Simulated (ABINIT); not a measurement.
Runs of ABINIT 10.8.3 (patched build) on Ru. It takes space group P6_3/mmc (No. 194, hexagonal). The conventional cell has a = 2.706 Å, b = 2.706 Å, c = 4.282 Å, α = 90.00°, β = 90.00°, γ = 120.00°. Ru (site symmetry -6m2) has 12 Ru at 2.65 to 2.71 Å as nearest neighbours. 

| task | level | potentials or basis | k mesh | cutoff (eV) | fine-grid cutoff | mesh quality | gap on the mesh (eV) | pressure (GPa) |
| --- | --- | --- | --- | --- | --- | --- | --- | --- |
| band structure | OLYP | JTH PAW PBE v2.0 | 11 × 11 × 6 | 408 | 816.342 eV | not flagged | none | -3.2 |
| band structure | SOGGA | JTH PAW PBE v2.0 | 11 × 11 × 6 | 408 | 816.342 eV | not flagged | none | (a) |
| single point | PBEsol | JTH PAW PBE v2.0 | 9 × 9 × 5 | 408 | 816.342 eV | not flagged | none | -6.2 |
| band structure | HLE16 | JTH PAW PBE v2.0 | 11 × 11 × 6 | 408 | 816.342 eV | not flagged | none | -57.4 |
| single point | PBE | JTH PAW PBE v2.0 | 4 × 4 × 2 | 408 | 816.342 eV | coarse | none | 0.4 |
| band structure | revPBE | JTH PAW PBE v2.0 | 11 × 11 × 6 | 408 | 816.342 eV | not flagged | none | (b) |
| single point | r2SCAN | JTH PAW PBE v2.0 | 9 × 9 × 5 | 490 | 979.61 eV | not flagged | none | -0.8 |

Alike in all rows: no spin polarisation; cell as given; smearing fermi-dirac 0.05 eV.

Q: Fill in the values left out.

A: (a) -9.2; (b) 7.2.

Caveats: some runs use coarse meshes; the PAW data sets were made with another functional, which shifts forces and pressure a little (some runs); the cell as given lies far from equilibrium (some runs); the potentials were made for a functional far from this one (some runs); so large a pressure means that the cell lies far from this level's equilibrium, or that cutoff or potentials fall short (some runs); the potentials were made for another functional, which shifts forces and pressure (some runs).

A k mesh can miss the band edges, and the runs leave out spin-orbit coupling on Ru.

A gap of «none» marks a metal or a gap under the smearing width.
